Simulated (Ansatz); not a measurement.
Molecular dynamics on a 1×1×1 supercell (8 atoms) of ZnSnP₂ (I-42d), relaxed with r2SCAN. Forces come from PBE in Ansatz: Langevin thermostat and barostat (NPT), 600 K, steps of 3 fs. Spin polarisation is off, nuclei are classical, and the run is far too short for thermal averages.

```yaml
crystal:
  lattice:
    - [-2.8252090215, 2.8252090215, 5.6635693184]
    - [2.8252090215, -2.8252090215, 5.6635693184]
    - [2.8252090215, 2.8252090215, -5.6635693184]
  atoms:
    - { symbol: Zn, position: [0.75, 0.25, 0.5] }
    - { symbol: Zn, position: [0.0, 0.0, 0.0] }
    - { symbol: Sn, position: [0.25, 0.75, 0.5] }
    - { symbol: Sn, position: [0.5, 0.5, 0.0] }
    - { symbol: P, position: [0.375, 0.3532624373, 0.4782624373] }
    - { symbol: P, position: [0.6467375627, 0.125, 0.0217375627] }
    - { symbol: P, position: [0.1032624373, 0.625, 0.9782624373] }
    - { symbol: P, position: [0.875, 0.8967375627, 0.5217375627] }
kpoints:
  mp_grid: { grid: [4, 4, 4] }
hamiltonian:
  xc: pbe
scf:
  occupations: { method: fermi_dirac, width: 0.052 }
md:
  ensemble: npt_langevin
  temperature: 600
  timestep: 3.0
  n_steps: 40
  initial_velocities: maxwell_boltzmann
  seed: 4423
```

Command: `ansatz run input.yaml --threads 4 --pin off --max-ram 5529MiB --backend cpu --events-out ev --progress --plain --runs-dir out`.

Question: It ran on 4 threads of Arm Neoverse V1 (shared host). About how long did it take, and how much host memory at the peak?

Answer: About 5.1 min, with a peak of 0.83 GiB.

| step | t (fs) | T (K) | free energy F from step 0 (meV/atom) | kinetic energy (meV/atom) | pressure (GPa) | volume (Å³/atom) | largest force (eV/Å) |
| --- | --- | --- | --- | --- | --- | --- | --- |
| 0 | 0 | 525 | 0.0 | 67.9 | 2.30 | 22.60 | 0.08 |
| 1 | 3 | 475 | 0.8 | 61.3 | 2.26 | 22.61 | 0.29 |
| 2 | 6 | 455 | 3.3 | 58.9 | 2.26 | 22.63 | 0.53 |
| 3 | 9 | 427 | 7.4 | 55.1 | 2.26 | 22.64 | 0.74 |
| 4 | 12 | 361 | 12.4 | 46.7 | 2.21 | 22.67 | 0.91 |
| 5 | 15 | 322 | 17.2 | 41.6 | 2.13 | 22.71 | 1.04 |
| 6 | 18 | 268 | 21.8 | 34.7 | 2.03 | 22.76 | 1.16 |
| 7 | 21 | 282 | 26.9 | 36.5 | 1.96 | 22.81 | 1.38 |
| 8 | 24 | 303 | 32.6 | 39.2 | 1.88 | 22.86 | 1.58 |
| 9 | 27 | 250 | 37.3 | 32.4 | 1.71 | 22.91 | 1.75 |
| 10 | 30 | 266 | 39.8 | 34.3 | 1.54 | 22.96 | 1.85 |
| 11 | 33 | 288 | 39.7 | 37.3 | 1.33 | 23.01 | 1.87 |
| 12 | 36 | 302 | 37.7 | 39.0 | 1.07 | 23.07 | 1.80 |
| 13 | 39 | 293 | 34.7 | 37.9 | 0.76 | 23.13 | 1.69 |
| 14 | 42 | 379 | 31.8 | 49.0 | 0.51 | 23.20 | 1.58 |
| 15 | 45 | 403 | 29.9 | 52.1 | 0.24 | 23.26 | 1.46 |
| 16 | 48 | 431 | 29.4 | 55.7 | 0.04 | 23.30 | 1.33 |
| 17 | 51 | 464 | 29.8 | 60.0 | -0.12 | 23.34 | 1.20 |
| 18 | 54 | 424 | 31.1 | 54.8 | -0.31 | 23.39 | 1.07 |
| 19 | 57 | 369 | 33.5 | 47.7 | -0.49 | 23.44 | 1.03 |
| 20 | 60 | 345 | 37.0 | 44.6 | -0.61 | 23.49 | 1.09 |
| 21 | 63 | 363 | 40.4 | 46.9 | -0.67 | 23.53 | 1.19 |
| 22 | 66 | 309 | 43.6 | 39.9 | -0.76 | 23.57 | 1.26 |
| 23 | 69 | 321 | 46.8 | 41.5 | -0.83 | 23.62 | 1.32 |
| 24 | 72 | 316 | 48.9 | 40.9 | -0.89 | 23.67 | 1.47 |
| 25 | 75 | 402 | 50.3 | 52.0 | -0.86 | 23.70 | 1.64 |
| 26 | 78 | 411 | 52.1 | 53.1 | -0.86 | 23.73 | 1.79 |
| 27 | 81 | 390 | 54.3 | 50.4 | -0.85 | 23.76 | 1.93 |
| 28 | 84 | 374 | 56.5 | 48.4 | -0.81 | 23.78 | 2.02 |
| 29 | 87 | 435 | 57.7 | 56.3 | -0.68 | 23.79 | 2.02 |
| 30 | 90 | 365 | 58.4 | 47.1 | -0.59 | 23.78 | 1.93 |
| 31 | 93 | 431 | 58.7 | 55.7 | -0.41 | 23.77 | 1.76 |
| 32 | 96 | 431 | 57.1 | 55.7 | -0.29 | 23.76 | 1.56 |
| 33 | 99 | 438 | 54.6 | 56.6 | -0.17 | 23.74 | 1.40 |
| 34 | 102 | 489 | 52.6 | 63.2 | -0.01 | 23.71 | 1.40 |
| 35 | 105 | 561 | 50.8 | 72.5 | 0.18 | 23.68 | 1.40 |
| 36 | 108 | 572 | 49.5 | 74.0 | 0.30 | 23.66 | 1.37 |
| 37 | 111 | 537 | 48.6 | 69.4 | 0.37 | 23.63 | 1.40 |
| 38 | 114 | 644 | 47.7 | 83.2 | 0.51 | 23.59 | 1.48 |
| 39 | 117 | 665 | 47.0 | 86.0 | 0.57 | 23.55 | 1.49 |
| 40 | 120 | 567 | 46.7 | 73.3 | 0.56 | 23.50 | 1.47 |

The temperature starts at 525 K, is lowest at step 9 (250 K, 27 fs) and ends at 567 K. The atoms start on their lattice sites with kinetic energy alone, so much of it first passes into potential energy. The first value is 7/8 of the setting, since velocities are drawn without the motion of the centre of mass and T is counted over all atoms.

Positions (Å) and forces (eV/Å) at step 40:
```
cell (Å): -2.862 2.862 5.738; 2.862 -2.862 5.738; 2.862 2.862 -5.738
Zn  -0.102   2.743   3.008     0.496   0.648  -0.285
Zn   0.090   0.253   0.104    -0.295  -0.616  -0.598
Sn   2.840  -0.013   2.859     1.073  -0.126   0.158
Sn   0.056   0.036   5.816     0.111   0.598  -0.045
P    1.434   1.510   1.504    -0.615   0.301   0.394
P   -1.442   1.480   4.426    -0.586   0.469  -0.209
P    4.286   1.462  -1.373     0.066  -1.433  -0.311
P    1.665   1.469   7.123    -0.249   0.160   0.894
```
